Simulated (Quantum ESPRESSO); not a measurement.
Ni:

```
CELL_PARAMETERS angstrom
2.44802 0.00000 0.00000
-1.22401 2.12005 0.00000
0.00000 0.00000 4.07281
ATOMIC_POSITIONS crystal
Ni 0.66667 0.33333 0.75000
Ni 0.33333 0.66667 0.25000
```

This isn't the form of Ni at room conditions, which is fcc.

Base run:

- Program: Quantum ESPRESSO 7.5
- Functional: PBEsol
- Potentials or basis: GBRV 1.5 PBEsol
- Cutoff: 612 eV
- Density cutoff: 4898 eV
- k mesh: 10 × 10 × 6
- Occupations: fermi-dirac, width 0.05 eV
- Spin: no spin polarisation

Its results: band gap on the k mesh none (metal or under the smearing width); pressure -4.6 GPa.

Task: The run is repeated on the same cell with these changes: spin from no spin polarisation to non-collinear spin, random start. What comes out?

Result: Band gap on the k mesh none (metal or under the smearing width); pressure -3.2 GPa; net moment 1.36 μB per cell.

Caveats: non-collinear GGA energies in this program can be off by tens of meV an atom and hang on the start (some runs).
